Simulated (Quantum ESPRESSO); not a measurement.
The system is KTaO3.

```
Ta K O
1.0
     3.98830    0.00000    0.00000
     0.00000    3.98830    0.00000
     0.00000    0.00000    3.98830
Ta K O
1 1 3
Direct
  0.00000 0.00000 0.00000
  0.50000 0.50000 0.50000
  0.00000 0.00000 0.50000
  0.00000 0.50000 0.00000
  0.50000 0.00000 0.00000
```

Base run:

```yaml
Program: Quantum ESPRESSO 7.5
Functional: BLYP
Potentials_or_basis: GBRV 1.5 PBE
Cutoff: 762 eV
Density_cutoff: 6095 eV
k_mesh: 6 × 6 × 6, shifted
Occupations: fermi-dirac, width 0.05 eV
Spin: no spin polarisation
```

Its results: pressure 11.0 GPa; electronic dielectric tensor (diagonal) 5.22.

Task: The run is repeated on the same cell with these changes: functional from BLYP to PBE. What comes out?

Result: Pressure 5.8 GPa; electronic dielectric tensor (diagonal) 5.30.

PBE binds more tightly than BLYP, so the same cell stands under less pressure.

Caveats: the cell is more than 3 GPa from zero pressure, which shifts response properties; the potentials were made for another functional, which shifts forces and pressure (some runs).

Not every run made on this cell is shown here.
